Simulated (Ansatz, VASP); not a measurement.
**One calculation of Rh, two programs**

```
Rh
1.0
     2.76169    0.00000    0.00000
    -1.38085    2.39169    0.00000
     0.00000    0.00000    9.02669
Rh
4
Direct
  0.00000 0.00000 0.00000
  0.33333 0.66667 0.25000
  0.00000 0.00000 0.50000
  0.66667 0.33333 0.75000
```

This isn't the form of Rh at room conditions, which is fcc.

Alike in both runs: task single point; functional LDA; k mesh 10 × 10 × 3; occupations fermi-dirac, width 0.15 eV; no spin polarisation.

|  | VASP | Ansatz |
| --- | --- | --- |
| version | VASP 6.6.1 | Ansatz 0.2.0 |
| potentials or method | VASP PAW LDA potentials, release 64 (Rh_pv) | plane waves, PAW |
| plane-wave cutoff (eV) | 520 | 500 |
| valence electrons in the cell | 60 | 68 |

```tsv
	VASP	Ansatz	Ansatz less VASP
pressure (GPa)	-26.1	-26.7	-0.61
largest component of the traceless stress (GPa)	0.22	0.21	-0.002
```

The two sets of potentials don't hold the same shells in valence.

Caveats: so large a pressure means that the cell lies far from this level's equilibrium, or that cutoff or potentials fall short (VASP).
